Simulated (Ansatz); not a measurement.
# Polar NaCl (111) films against thickness, part 2 of 4

What happens to a polar NaCl (111) film as it grows?

Ansatz 0.2.0; plane-wave DFT, PBE, Ansatz PAW.

So far, dipole along the normal (e·Å): step 2 (relaxing the film, 2 atoms, units 1) -0.283.

### Step 3. Single point on the relaxed film, 2 atoms, units 1

The film was relaxed beforehand; a single point on the relaxed positions gives its levels and potential.

The input, input.yaml:

```yaml
crystal:
  lattice:
    - [3.9880822495, -2.9e-09, 0.0]
    - [-1.9940411222, 3.4537805419, 0.0]
    - [0.0, 0.0, 19.6281277591]
  atoms:
    - { symbol: Na, position: [0.6666666667, 0.3333333333, 0.4812245849] }
    - { symbol: Cl, position: [0.0, 0.0, 0.5187754151] }
kpoints:
  mp_grid: { grid: [12, 12, 1] }
hamiltonian:
  xc: pbe
scf:
  occupations: { method: fermi_dirac, width: 0.03 }
  convergence: { dr2_threshold: 1.0e-09 }
efield:
  axis: 3
  dipole_correction: true
  ramp_position: 0.97
  ramp_width: 0.06
output:
  eigenvalues: true
  dos: { projected: true, e_range: [-7, 7] }
  write_potential: true
  write_density: true
  volumetric_format: npy
```

On the command line:

```console
$ ansatz run input.yaml --threads 4 --pin off --max-ram 6144MiB --backend cpu --events-out ev --progress --plain --runs-dir out
```

Numbers of over 12 decimals in the logs are rounded to 6 here.

Log:

```text
[...]
Crystal: 2 atoms, lattice volume = 270.357 Å³
Basis set: ecut = 420 eV, 5345 PW (Γ)
Bands: 12, of which v1, the nominal top of the filled ones, is band 8 counted from 1 (7 counted from 0)
Symmetry: 6 space group operations
[...]
k-points: 19 of 144 (time reversal used)
[...]
SCF iter   1: F=—  HF=-2568.681807 eV  |F-HF|=—  |Δ(HF+E_count)|=         —  Δρ=6.96e-4  dr2=1.91e-3  ethr=1.77e-3  p=-0.288 e·Å  D=-1.93e-1 V/Å  ΔV_dip=3.79 eV  dr2_dipole=7.92e-5  V_vac-E_F(+/−)=6.46/2.67 eV  ⟨swp⟩=6.9  Hψ=1533  notcnv=0
[...]
SCF iter   8: F=-2568.683944 eV  HF=-2568.683944 eV  |F-HF|=6.55e-11  |Δ(HF+E_count)|=   2.48e-9  Δρ=3.08e-7  dr2=1.91e-10  ethr=6.25e-12  p=-0.283 e·Å  D=-1.90e-1 V/Å  ΔV_dip=3.72 eV  dr2_dipole=5.16e-12  V_vac-E_F(+/−)=6.34/2.61 eV  ⟨swp⟩=2.7  Hψ=968  notcnv=0
SCF 1 converged in 8 iterations: F = -2568.683944 eV  dr2 = 1.91e-10
[...]
WARN: The output density's exchange-correlation potential varies sharply where the density is thin. Do not read a vacuum level from v_tot or v_xc, or from such a field of the output density. On a cell that repeats whose density bears no net charge and no dipole along the vacuum's axis use v_es (v_loc + v_h of the components); under efield.dipole_correction with no amplitude use v_es + v_field, which holds any externa [...]
SCF converged after 8 iterations
Free energy (F): -2568.683944 eV
[...]
Internal energy: -2568.683944 eV  (E = F + TS)
E sigma→0 (E₀):  -2568.683944 eV
Fermi energy:    -3.247566 eV
Dipole field:    D = -0.189731 V/Å  (p = -0.283474 e·Å, saw-weighted, corrected)
Work function:   Φ+ = 6.3378 eV   Φ− = 2.6138 eV
[...]
--- Band table (eV; the first three rows and the last of 19) ---
  k-point 0: bands = [... 4 lower, -17.3733, -5.8133, -5.1184, -5.1184, -1.4351, -0.0878, 1.1745, 2.3329]
  k-point 1: bands = [... 4 lower, -17.3581, -5.7899, -5.2195, -5.1323, -1.3453, 0.0038, 1.2816, 2.4355]
  k-point 2: bands = [... 4 lower, -17.3162, -5.7310, -5.4690, -5.1698, -1.0871, 0.2718, 1.5826, 2.7179]
  k-point 18: bands = [... 4 lower, -17.1118, -5.9659, -5.9559, -5.3550, 2.1133, 2.1502, 2.7179, 3.8932]
```

The job ended after 2 s (4 threads of Arm Neoverse V1, shared host; peak memory 0.45 GiB).

The column dr2 measures how far the density is from self-consistency, as an energy; F and HF (Harris–Foulkes) agree once it is small.

This step gave:

* gap on the k-mesh: 3.683 eV
* electron affinity, upper face: 4.525 eV

Running mean over 3.256 Å of the planar mean; the ramp of the sawtooth is left out. Electron's electrostatic potential energy less the Fermi level against z:

z (Å), electron's electrostatic potential energy less the Fermi level (eV) and a bar from the least value:
```
      3.0       2.61 ###############
      3.5       2.61 ###############
      4.0       2.61 ###############
      4.5       2.61 ###############
      5.0       2.61 ###############
      5.5       2.61 ###############
      6.0       2.61 ###############
      6.5       2.59 ###############
      7.0       2.52 ##############
      7.5       2.18 #############
      8.0       1.13 #########
      8.5      -0.16 ####
      9.0      -1.03 
      9.5      -1.04 
     10.0      -0.55 ##
     10.5       0.14 #####
     11.0       1.38 ##########
     11.5       3.23 #################
     12.0       4.94 ########################
     12.5       6.00 #############################
     13.0       6.27 ##############################
     13.5       6.33 ##############################
     14.0       6.34 ##############################
     14.5       6.34 ##############################
     15.0       6.34 ##############################
     15.5       6.34 ##############################
     16.0       6.34 ##############################
     16.5       6.34 ##############################
```

The density of states has structure finer than the step of the table below, so its rows give means over 0.2 eV, whole bins alone (the curve runs from -7 to 1.98 eV). Peaks (eV: height): -2.89: 5.77, -2.51: 5.33, -2.23: 11.0, -2.16: 18.6.

Density of states against energy, zero at the Fermi level of the run, which the smearing sets inside the gap; means over each step:

| energy (eV) | density of states (states/eV a cell) |
| --- | --- |
| -3.4 | 0 |
| -3.2 | 0.130 |
| -3.0 | 3.65 |
| -2.8 | 2.90 |
| -2.6 | 2.54 |
| -2.4 | 3.36 |
| -2.2 | 11.5 |
| -2.0 | 5.53 |
| -1.8 | 0.811 |
| -1.6 | 0 |
| -1.4 | 0 |
| -1.2 | 0 |
| -1.0 | 0 |
| -0.8 | 0 |
| -0.6 | 0 |
| -0.4 | 0 |
| -0.2 | 0 |
| 0.0 | 0 |
| 0.2 | 0 |
| 0.4 | 0 |
| 0.6 | 0 |
| 0.8 | 0 |
| 1.0 | 0 |
| 1.2 | 0 |
| 1.4 | 0 |
| 1.6 | 0 |
| 1.8 | 0.179 |

Projected DOS per atom over height of the atomic layer and energy from the Fermi level. Layers: Na Cl from below.

Ten even steps from '0' (0.0 states/eV) to '9' (6.9 states/eV), each cell a mean:
```
00
00
00
00
00
00
00
00
00
04
09
04
02
00
00
00
00
00
00
00
00
00
```
Columns: height of the atomic layer (Å) from 9.45 to 10.2; rows upwards: energy from the Fermi level (eV) from -6.95 to 1.96.

The vacuum levels of the two faces differ by 3.72 eV, and the gap is 3.68 eV.

### Step 4. Relaxation, 4 atoms, units 2

System of this step: NaCl (111), 2 units. The cell holds 4 atoms: 2 Na and 2 Cl. Cell: a = 3.988 Å, b = 3.988 Å, c = 22.884 Å, α = 90.0°, β = 90.0°, γ = 120.0°. It derives from NaCl (rocksalt NaCl). Vacuum lies along c.

The next thickness, treated alike, to follow how potential and charge build up across the film.

input.yaml, the sections that differ from step 3:

```yaml
crystal:
  lattice:
    - [3.98808225, 0.0, 0.0]
    - [-1.99404112, 3.45378054, 0.0]
    - [0.0, 0.0, 22.8843832773]
  atoms:
    - { symbol: Na, position: [0.66666667, 0.33333333, 0.3932812998] }
    - { symbol: Cl, position: [0.0, 0.0, 0.4644270999] }
    - { symbol: Na, position: [0.33333333, 0.66666667, 0.5355729001] }
    - { symbol: Cl, position: [0.66666667, 0.33333333, 0.6067187002] }
relax:
  f_tol: 0.01
  max_steps: 100
output:
  write_potential: true
  write_density: true
  volumetric_format: npy
# kpoints, hamiltonian, scf, efield: as in step 3
```

Log:

```text
[...]
Crystal: 4 atoms, lattice volume = 315.209 Å³
Basis set: ecut = 420 eV, 6221 PW (Γ), exchange–correlation on 54×54×320 points (8 copies of the dense FFT grid, shifted against one another)
Bands: 20, of which v1, the nominal top of the filled ones, is band 16 counted from 1 (15 counted from 0)
Symmetry: 6 space group operations
[...]
k-points: 19 of 144 (time reversal used)
[...]
SCF iter   1: F=—  HF=-5136.714206 eV  |F-HF|=—  |Δ(HF+E_count)|=         —  Δρ=6.14e-3  dr2=2.09e0  ethr=1.77e-3  p=-0.368 e·Å  D=-2.11e-1 V/Å  ΔV_dip=4.83 eV  dr2_dipole=9.23e-1  V_vac-E_F(+/−)=8.38/3.54 eV  ⟨swp⟩=9.7  Hψ=2279  notcnv=0
[...]
SCF iter  13: F=-5136.617897 eV  HF=-5136.617897 eV  |F-HF|=2.13e-10  |Δ(HF+E_count)|=  4.09e-11  Δρ=9.30e-8  dr2=2.33e-10  ethr=3.13e-12  p=-0.434 e·Å  D=-2.49e-1 V/Å  ΔV_dip=5.70 eV  dr2_dipole=8.30e-11  V_vac-E_F(+/−)=8.57/2.87 eV  ⟨swp⟩=7.7  Hψ=1995  notcnv=0
SCF 1 converged in 13 iterations: F = -5136.617897 eV  dr2 = 2.33e-10
[...]
relax step   1: F+E_penalty+E_count = -5136.61789730 eV  Δ(F+E_penalty+E_count) = +0.000e0 eV  max|allowed force component| = 1.106e0 eV/Å  Δτ_max = 0.0000 Å  (13 SCF iters, accepted)
[...]
SCF iter  11: F=-5136.964706 eV  HF=-5136.964706 eV  |F-HF|=6.20e-10  |Δ(HF+E_count)|=   4.42e-9  Δρ=2.17e-7  dr2=6.64e-10  ethr=3.13e-12  p=-0.446 e·Å  D=-2.56e-1 V/Å  ΔV_dip=5.86 eV  dr2_dipole=7.54e-11  V_vac-E_F(+/−)=8.54/2.68 eV  ⟨swp⟩=8.2  Hψ=2193  notcnv=0
SCF 2 converged in 11 iterations: F = -5136.964706 eV  dr2 = 6.64e-10
relax step   2: F+E_penalty+E_count = -5136.96470617 eV  Δ(F+E_penalty+E_count) = -3.468e-1 eV  max|allowed force component| = 7.438e-1 eV/Å  Δτ_max = 0.1597 Å  (11 SCF iters, accepted)
[...]
SCF iter  15: F=-5137.292693 eV  HF=-5137.292693 eV  |F-HF|=9.46e-11  |Δ(HF+E_count)|=  6.08e-10  Δρ=5.38e-8  dr2=1.47e-11  ethr=3.13e-12  p=-0.488 e·Å  D=-2.80e-1 V/Å  ΔV_dip=6.42 eV  dr2_dipole=2.77e-13  V_vac-E_F(+/−)=8.41/1.99 eV  ⟨swp⟩=7.0  Hψ=1840  notcnv=0
SCF 3 converged in 15 iterations: F = -5137.292693 eV  dr2 = 1.47e-11
relax step   3: F+E_penalty+E_count = -5137.29269319 eV  Δ(F+E_penalty+E_count) = -3.280e-1 eV  max|allowed force component| = 3.280e-1 eV/Å  Δτ_max = 0.1951 Å  (15 SCF iters, accepted)
[...]
relax step   4: F+E_penalty+E_count = -5137.37117314 eV  Δ(F+E_penalty+E_count) = -7.848e-2 eV  max|allowed force component| = 1.206e-1 eV/Å  Δτ_max = 0.1912 Å  (13 SCF iters, accepted)
[...]
relax step   5: F+E_penalty+E_count = -5137.38703760 eV  Δ(F+E_penalty+E_count) = -1.586e-2 eV  max|allowed force component| = 3.181e-2 eV/Å  Δτ_max = 0.0908 Å  (10 SCF iters, accepted)
[...]
relax step   6: F+E_penalty+E_count = -5137.38844828 eV  Δ(F+E_penalty+E_count) = -1.411e-3 eV  max|allowed force component| = 8.085e-3 eV/Å  Δτ_max = 0.0697 Å  (9 SCF iters, accepted)
SCF iter   1: F=—  HF=-5137.389190 eV  |F-HF|=—  |Δ(HF+E_count)|=         —  Δρ=5.30e-4  dr2=2.77e-3  ethr=1.15e-4  p=-0.540 e·Å  D=-3.10e-1 V/Å  ΔV_dip=7.10 eV  dr2_dipole=5.42e-6  V_vac-E_F(+/−)=8.10/1.00 eV  ⟨swp⟩=4.1  Hψ=1010  notcnv=0
[...]
SCF iter   8: F=-5137.388581 eV  HF=-5137.388581 eV  |F-HF|=3.09e-9  |Δ(HF+E_count)|=   1.84e-9  Δρ=2.12e-7  dr2=2.37e-10  ethr=3.13e-12  p=-0.541 e·Å  D=-3.11e-1 V/Å  ΔV_dip=7.11 eV  dr2_dipole=3.98e-11  V_vac-E_F(+/−)=8.09/0.98 eV  ⟨swp⟩=8.0  Hψ=2052  notcnv=0
SCF 7 converged in 8 iterations: F = -5137.388581 eV  dr2 = 2.37e-10
relax step   7: F+E_penalty+E_count = -5137.38858123 eV  Δ(F+E_penalty+E_count) = -1.329e-4 eV  max|allowed force component| = 3.872e-3 eV/Å  Δτ_max = 0.0272 Å  (8 SCF iters, accepted)
NSCF: frozen V_eff on 19 k-points
[...]
SCF converged after 8 iterations
Free energy (F): -5137.388581 eV
[...]
Internal energy: -5137.387933 eV  (E = F + TS)
E sigma→0 (E₀):  -5137.388257 eV
Entropy (-TS):   -0.000649 eV (-0.162 meV/atom)
Fermi energy:    -2.402994 eV
Dipole field:    D = -0.310757 V/Å  (p = -0.541325 e·Å, saw-weighted, corrected)
Work function:   Φ+ = 8.0935 eV   Φ− = 0.9820 eV
[...]
--- Forces (eV/Å), atoms counted from 1 ---
  atom   1  Na    -0.00000000    -0.00000000    -0.00084086
  atom   2  Cl    -0.00000000    -0.00000000    -0.00019475
  atom   3  Na    -0.00000000    -0.00000000     0.00387650
  atom   4  Cl     0.00000000    -0.00000000    -0.00282456
  max |Σ_I F_I| component: 1.63e-5 eV/Å
--- Band table (eV; the first three rows and the last of 19) ---
  k-point 0: bands = [... 12 lower, -6.0730, -3.2189, -2.5244, -2.5244, -2.3411, -1.0164, 0.4682, 1.7194]
  k-point 1: bands = [... 12 lower, -6.0871, -3.1908, -2.6258, -2.5384, -2.2553, -0.9244, 0.5813, 1.8273]
  k-point 2: bands = [... 12 lower, -6.1249, -3.1242, -2.8758, -2.5763, -2.0058, -0.6567, 0.8939, 2.1185]
  k-point 18: bands = [... 12 lower, -6.3122, -3.3719, -3.3568, -2.7791, 1.2068, 1.2344, 1.7834, 2.9042]
--- Relaxed structure (7 steps of the walk, 7 accepted, 0 SCFs on fresh bases) ---
  F+E_penalty+E_count = -5137.38858123 eV   max|allowed force component| = 3.872e-3 eV/Å
  atoms:
    - { symbol: Na, position: [0.666667, 0.333333, 0.400676] }
    - { symbol: Cl, position: [1.0792346198333013e-17, -1.3107543970354523e-17, 0.432979] }
    - { symbol: Na, position: [0.333333, 0.666667, 0.566734] }
    - { symbol: Cl, position: [0.666667, 0.333333, 0.599611] }
```

Run time: 18 s. Hardware: 4 threads; peak memory 0.54 GiB; 68 s of CPU time.

The steps of the relaxation:

| step | energy less that of the first step (eV) | largest force component (eV/Å) |
| --- | --- | --- |
| 1 | 0.0000 | 1.1061 |
| 2 | -0.3468 | 0.7438 |
| 3 | -0.6748 | 0.3280 |
| 4 | -0.7533 | 0.1206 |
| 5 | -0.7691 | 0.0318 |
| 6 | -0.7706 | 0.0081 |
| 7 | -0.7707 | 0.0039 |

The run keeps the 6 symmetry operations that it works with, so distortions that break them were not tested.

The atoms that moved most (Å):

| atom | dx | dy | dz | length |
| --- | --- | --- | --- | --- |
| Cl2 | 0.000 | 0.000 | -0.720 | 0.720 |
| Na3 | 0.000 | 0.000 | 0.713 | 0.713 |
| Na1 | 0.000 | 0.000 | 0.169 | 0.169 |
| Cl4 | 0.000 | 0.000 | -0.163 | 0.163 |

Final coordinates:

```xyz
4
Lattice="3.9881 0.0000 0.0000 -1.9940 3.4538 0.0000 0.0000 0.0000 22.8844" Properties=species:S:1:pos:R:3
Na    1.9940    1.1513    9.1692
Cl    0.0000    0.0000    9.9085
Na    0.0000    2.3025   12.9694
Cl    1.9940    1.1513   13.7217
```

This step gave:

* energy at zero smearing: -5137.3883 eV
* dipole along the normal: -0.5413 e·Å
* step between the vacuum levels: 7.111 eV

The relaxation took 7 steps and lowered the energy by 0.77 eV; the largest force on the free atoms ends at 0.0039 eV/Å.

The gap is 0.18 eV.

### Step 5. The relaxed film, single point, 4 atoms, units 2

The next thickness, treated alike, to follow how potential and charge build up across the film.

input.yaml, the sections that differ from step 4:

```yaml
crystal:
  lattice:
    - [3.9880822495, -2.9e-09, 0.0]
    - [-1.9940411222, 3.4537805419, 0.0]
    - [0.0, 0.0, 22.8843832773]
  atoms:
    - { symbol: Na, position: [0.6666666667, 0.3333333333, 0.400676329] }
    - { symbol: Cl, position: [0.0, 0.0, 0.4329787297] }
    - { symbol: Na, position: [0.3333333333, 0.6666666667, 0.5667338376] }
    - { symbol: Cl, position: [0.6666666667, 0.3333333333, 0.5996111036] }
output:
  eigenvalues: true
  dos: { projected: true, e_range: [-7, 7] }
  write_potential: true
  write_density: true
  volumetric_format: npy
  elf: true
# kpoints, hamiltonian, scf, efield: as in step 4
# relax: removed
```

Log:

```text
[...]
Crystal: 4 atoms, lattice volume = 315.209 Å³
Basis set: ecut = 420 eV, 6221 PW (Γ)
Bands: 20, of which v1, the nominal top of the filled ones, is band 16 counted from 1 (15 counted from 0)
Symmetry: 6 space group operations
[...]
k-points: 19 of 144 (time reversal used)
[...]
SCF iter   1: F=—  HF=-5137.422337 eV  |F-HF|=—  |Δ(HF+E_count)|=         —  Δρ=1.35e-3  dr2=5.85e-2  ethr=1.77e-3  p=-0.411 e·Å  D=-2.36e-1 V/Å  ΔV_dip=5.40 eV  dr2_dipole=2.47e-2  V_vac-E_F(+/−)=7.26/1.86 eV  ⟨swp⟩=8.3  Hψ=2112  notcnv=0
[...]
SCF iter  10: F=-5137.388624 eV  HF=-5137.388624 eV  |F-HF|=6.94e-10  |Δ(HF+E_count)|=  2.70e-10  Δρ=1.76e-7  dr2=5.14e-10  ethr=3.13e-12  p=-0.541 e·Å  D=-3.11e-1 V/Å  ΔV_dip=7.11 eV  dr2_dipole=2.23e-10  V_vac-E_F(+/−)=8.09/0.98 eV  ⟨swp⟩=4.2  Hψ=1020  notcnv=0
SCF 1 converged in 10 iterations: F = -5137.388624 eV  dr2 = 5.14e-10
[...]
SCF converged after 10 iterations
Free energy (F): -5137.388624 eV
[...]
Internal energy: -5137.387966 eV  (E = F + TS)
E sigma→0 (E₀):  -5137.388295 eV
Entropy (-TS):   -0.000658 eV (-0.165 meV/atom)
Fermi energy:    -2.404374 eV
Dipole field:    D = -0.310672 V/Å  (p = -0.541176 e·Å, saw-weighted, corrected)
Work function:   Φ+ = 8.0942 eV   Φ− = 0.9846 eV
[...]
--- Band table (eV; the first three rows and the last of 19) ---
  k-point 0: bands = [... 12 lower, -6.0730, -3.2196, -2.5252, -2.5252, -2.3431, -1.0275, 0.4659, 1.7165]
  k-point 1: bands = [... 12 lower, -6.0871, -3.1915, -2.6266, -2.5392, -2.2573, -0.9355, 0.5789, 1.8246]
  k-point 2: bands = [... 12 lower, -6.1249, -3.1250, -2.8766, -2.5771, -2.0078, -0.6679, 0.8913, 2.1163]
  k-point 18: bands = [... 12 lower, -6.3123, -3.3727, -3.3576, -2.7799, 1.2057, 1.2342, 1.7831, 2.8915]
```

Run time: 3.6 s. Hardware: 4 threads; peak memory 0.53 GiB; 14 s of CPU time.

Numbers from this step:

| Item | Value |
| --- | --- |
| dipole along the normal | -0.5412 e·Å |
| step between the vacuum levels | 7.110 eV |

The density of states has structure finer than the step of the table below, so its rows give means over 0.2 eV, whole bins alone (the curve runs from -7 to 1.98 eV). Peaks (eV: height): -4.30: 7.85, -4.05: 10.1, -3.95: 12.1, -1.14: 5.61, -0.72: 9.13, -0.51: 10.5, -0.40: 16.8.

The density of states by energy, zero at the Fermi level of the run, which the smearing sets inside the gap; means over each step:

| energy (eV) | density of states (states/eV a cell) |
| --- | --- |
| -5.2 | 0 |
| -5.0 | 0.232 |
| -4.8 | 3.68 |
| -4.6 | 2.77 |
| -4.4 | 2.84 |
| -4.2 | 4.20 |
| -4.0 | 9.29 |
| -3.8 | 5.49 |
| -3.6 | 0.439 |
| -3.4 | 0 |
| -3.2 | 0 |
| -3.0 | 0 |
| -2.8 | 0 |
| -2.6 | 0 |
| -2.4 | 0 |
| -2.2 | 0 |
| -2.0 | 0 |
| -1.8 | 0 |
| -1.6 | 0 |
| -1.4 | 0.686 |
| -1.2 | 4.08 |
| -1.0 | 2.16 |
| -0.8 | 3.66 |
| -0.6 | 5.28 |
| -0.4 | 8.98 |
| -0.2 | 3.73 |
| 0.0 | 0.0666 |
| 0.2 | 0.575 |
| 0.4 | 0.610 |
| 0.6 | 0.632 |
| 0.8 | 0.621 |
| 1.0 | 0.650 |
| 1.2 | 0.635 |
| 1.4 | 0.952 |
| 1.6 | 1.23 |
| 1.8 | 1.22 |

Projected DOS per atom over height of the atomic layer and energy from the Fermi level. Layers: Na Cl Na Cl from below.

Ten even steps from '_' (0.0 states/eV) to '@' (7.9 states/eV), each cell a mean:
```
________
________
________
________
________
______**
______**
______--
________
________
________
________
________
________
__@@____
__--____
__--____
________
________
________
________
________
```
Columns: height of the atomic layer (Å) from 9.17 to 13.7 (not evenly spaced); rows upwards: energy from the Fermi level (eV) from -6.95 to 1.96.

Electrostatic potential energy in the ca plane at fractional y = 0.333, with atoms of Na and Cl within 0.2 Å of it. With pseudopotentials it is smooth inside the atoms' cores, unlike the true potential.

Ten even steps from '0' (-37 eV) to '9' (4 eV), each cell a mean:
```
99999999999998888888878889999999888999999999
99999999999998888887535789999998522599999999
99999999999998888875000588999997000179999999
99999999999998888875000588999996000179999999
99999999999998888887424789999998411589999999
99999999999998888888777889999999877899999999
99999999999999888888888889999999999999999999
99999999999999888889988889999988999999999999
99999999999999888889988889999988899999999999
99999999999999888888888889999999999999999999
```
Columns run along c (16.0 Å, from fractional 0.07 to 0.77 of the cell; values clipped at the 3rd and 97th percentile), rows up along a (4.0 Å). Atoms in or near the plane, at fractional coordinates: Na at (0.40, 0.67), Cl at (0.60, 0.67).

Valence density in the ca plane at fractional y = 0.333, with atoms of Na and Cl within 0.2 Å of it. It is the smooth field of the valence electrons, not physical close to the nuclei.

Values in units of 1e0 e/Å³, 6 rows by 16 columns, each cell a mean:
```
0.0 0.0 0.0 0.0 0.0 0.0 0.0 0.3 0.2 0.0 0.0 0.3 0.8 0.1 0.0 0.0
0.0 0.0 0.0 0.0 0.0 0.0 0.0 7.1 2.6 0.0 0.0 0.9 1.3 0.4 0.0 0.0
0.0 0.0 0.0 0.0 0.0 0.0 0.0 4.3 1.6 0.0 0.0 0.8 1.4 0.3 0.0 0.0
0.0 0.0 0.0 0.0 0.0 0.0 0.0 0.1 0.1 0.0 0.0 0.2 0.4 0.1 0.0 0.0
0.0 0.0 0.0 0.0 0.0 0.0 0.0 0.1 0.3 0.1 0.0 0.0 0.1 0.0 0.0 0.0
0.0 0.0 0.0 0.0 0.0 0.0 0.0 0.1 0.2 0.1 0.0 0.1 0.1 0.0 0.0 0.0
```
Columns run along c (16.0 Å, from fractional 0.07 to 0.77 of the cell), rows up along a (4.0 Å). Atoms in or near the plane, at fractional coordinates: Na at (0.40, 0.67), Cl at (0.60, 0.67).

ELF in the ca plane at fractional y = 0.333, with atoms of Na and Cl within 0.2 Å of it. It is the smooth field of the valence electrons, not physical close to the nuclei.

Ten even steps from '0' (0.00) to '9' (0.87), each cell a mean:
```
00000000000000000000001232100246899874200000
00000000000000000002554100001479999997410000
00000000000000000005646400002589966998420000
00000000000000000005646400002689856998520000
00000000000000000002565100001579999997410000
00000000000000000000000122000257999975210000
00000000000000000001135775200012356542000000
00000000000000000123578887400000000000000000
00000000000000000124678887410000000000000000
00000000000000000011246775200001245431000000
```
Columns run along c (16.0 Å, from fractional 0.07 to 0.77 of the cell), rows up along a (4.0 Å). Atoms in or near the plane, at fractional coordinates: Na at (0.40, 0.67), Cl at (0.60, 0.67).

The vacuum levels of the two faces differ by 7.11 eV, and the gap is 0.18 eV.

(Part 2 of 4 ends here.)

[Logs are printed without paths, hosts, clocks, repeated set-up lines and the standing remarks that a program may print on its own settings, such as how far it seeks lower states.]

[Hosts, paths, dates, database ids (printed as entryN), source tags and the programs' standing remarks are cut or masked in the printed files.]

[Maps of the electrostatic potential energy from Ansatz leave out the sawtooth potential of an applied field or a dipole correction, so their vacuum need not be flat; planar profiles and work functions include it.]

[The density of states shown here was stored with 400 of the rows of the run's finer table, so its peaks can read low, often by over a quarter, or be missed, and its means over a window can be off by a tenth or more.]
